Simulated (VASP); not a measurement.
# Si: molecular dynamics with a thermostat

Si, I4_1/amd (no. 141), 8 atoms in the cell. PBE, molecular dynamics; PAW potentials Si (PBE set).

Ensemble: Nose-Hoover; Target temperature (K): 1600.

## Input

INCAR:
```
ALGO = Fast ; EDIFF = 1E-6
ENCUT = 250 ; GGA = PE
IBRION = 0 ; ISIF = 2
ISMEAR = -1 ; ISYM = 0
KPAR = 2 ; LASPH = True
LCHARG = False ; LREAL = Auto
LWAVE = False ; MDALGO = 2
NELM = 60 ; NELMIN = 4
NSW = 60 ; POTIM = 2.0
PREC = Normal ; RANDOM_SEED = 476033 0 0
SIGMA = 0.069 ; SMASS = 0
TEBEG = 1600
```

KPOINTS:
```
k-points
0
Gamma
  3 3 2
```

POSCAR:
```
Si
1.0
    4.7427446090      0.0000000000      0.0000000000
    0.0000000000      4.7427446090      0.0000000000
    0.0000000000      0.0000000000      5.3170615596
Si
8
Direct
    0.0000000000      0.0000000000      0.2500000000
    0.0000000000      0.0000000000      0.7500000000
    0.0000000000      0.5000000000      0.3750000000
    0.0000000000      0.5000000000      0.8750000000
    0.5000000000      0.5000000000      0.0000000000
    0.5000000000      0.5000000000      0.5000000000
    0.5000000000      0.0000000000      0.1250000000
    0.5000000000      0.0000000000      0.6250000000
```

Commands:
```
cat potpaw_PBE.64/Si/POTCAR > POTCAR
mpirun -np 2 vasp_std > vasp.out
```

## Result

- Mean temperature (K): 1561
- Standard error of the mean temperature (K): 239
- Relative fluctuation of the kinetic energy: 0.416
- Canonical value of that fluctuation: 0.309
- Rise of the mean potential energy above the start (meV/atom): 184.3
- Electronic steps per ionic step after the first: 4.5

Course of the run:

| Time (fs) | Temperature (K) | Potential energy less the first (meV/atom) |
|---|---|---|
| 2 | 1600 | 0.0 |
| 12 | 1358 | 28.5 |
| 20 | 980 | 80.2 |
| 30 | 965 | 112.5 |
| 38 | 1447 | 112.6 |
| 48 | 1906 | 168.0 |
| 56 | 1688 | 269.7 |
| 66 | 2236 | 291.6 |
| 74 | 3162 | 231.8 |
| 84 | 2211 | 251.5 |
| 92 | 1370 | 262.1 |
| 102 | 924 | 251.8 |
| 110 | 736 | 255.3 |
| 120 | 1205 | 206.6 |

REPORT:
```
MDALGO =   2
               SCALING =       0
                 CNEXP =     9.000   14.000
           RANDOM_SEED =            476033                0                0

   original number of atomic DOF:         21
   number of independent constraints:      0
   number of active DOF:                  21

========================================
         MD step No.       1
========================================

  Atomic velocities initialized by STEP_tb

  >Energies
                    E_tot             E_pot             E_kin               EPS                ES
   e_b>   -0.39269261E+02   -0.40716981E+02    0.14477201E+01    0.00000000E+00    0.00000000E+00

  >Temperature
               T_sim     T_inst
   tmprt>   1600.000   1599.999

  >Thermostat:
           s(n+1) sdot(n+1)      s(n)   sdot(n)        Qs
   s_b>  -0.00000  -0.00000   0.00000   0.00000   0.40269

           RANDOM_SEED =            476033               48                0

[... steps left out ...]

========================================
         MD step No.      60
========================================

  >Energies
                    E_tot             E_pot             E_kin               EPS                ES
   e_b>   -0.39270588E+02   -0.39064562E+02    0.10900906E+01    0.25555104E-01   -0.13216709E+01

  >Temperature
               T_sim     T_inst
   tmprt>   1600.000   1204.752

  >Thermostat:
           s(n+1) sdot(n+1)      s(n)   sdot(n)        Qs
   s_b>  -0.47247  -0.01726  -0.45647  -0.01476   0.40269

           RANDOM_SEED =            476033               48                0
```

OSZICAR:
```
N       E                     dE             d eps       ncg     rms          rms(c)
DAV:   1     0.336371910101E+02    0.33637E+02   -0.80392E+03   420   0.714E+02
DAV:   2    -0.378246396277E+02   -0.71462E+02   -0.67157E+02   548   0.129E+02
DAV:   3    -0.407571114332E+02   -0.29325E+01   -0.28554E+01   513   0.240E+01
DAV:   4    -0.407978327749E+02   -0.40721E-01   -0.40644E-01   506   0.312E+00
DAV:   5    -0.407984668078E+02   -0.63403E-03   -0.63388E-03   534   0.298E-01    0.941E+00
RMM:   6    -0.407467995495E+02    0.51667E-01   -0.17961E-02   420   0.685E-01    0.552E+00
RMM:   7    -0.407168971855E+02    0.29902E-01   -0.45666E-02   420   0.114E+00    0.326E-01
RMM:   8    -0.407169336197E+02   -0.36434E-04   -0.42535E-03   420   0.443E-01    0.105E-01
RMM:   9    -0.407169635901E+02   -0.29970E-04   -0.96163E-04   429   0.161E-01    0.939E-02
RMM:  10    -0.407169790308E+02   -0.15441E-04   -0.12907E-04   423   0.682E-02    0.788E-02
RMM:  11    -0.407169801883E+02   -0.11575E-05   -0.68573E-05   430   0.350E-02    0.330E-02
RMM:  12    -0.407169814232E+02   -0.12349E-05   -0.12435E-05   391   0.160E-02    0.354E-02
[... left out ...]
     58 T=   945. E= -.39269728E+02 F= -.38871939E+02 E0= -.38844497E+02  EK= 0.85526E+00 SP= -.13E+01 SK= 0.52E-02
     59 T=  1070. E= -.39270168E+02 F= -.38969232E+02 E0= -.38942572E+02  EK= 0.96840E+00 SP= -.13E+01 SK= 0.15E-01
[... last step whole ...]
       N       E                     dE             d eps       ncg     rms          rms(c)
DAV:   1    -0.390645183365E+02   -0.95287E-01   -0.24851E-02   798   0.162E+00    0.287E-02
RMM:   2    -0.390645597031E+02   -0.41367E-04   -0.43841E-04   420   0.128E-01    0.965E-03
RMM:   3    -0.390645619878E+02   -0.22847E-05   -0.30436E-05   420   0.339E-02    0.905E-03
RMM:   4    -0.390645624320E+02   -0.44420E-06   -0.53485E-06   345   0.114E-02
     60 T=  1205. E= -.39270588E+02 F= -.39064562E+02 E0= -.39038683E+02  EK= 0.10901E+01 SP= -.13E+01 SK= 0.26E-01
```

Limits: 120 fs of 8 atoms are too short for converged averages; the cell is only 4.7 Å across, so each atom moves in step with near copies of itself.

VASP 6.6.1 took 69 s on 2 cores (Intel Xeon Platinum 8488C (Sapphire Rapids)), a shared host.
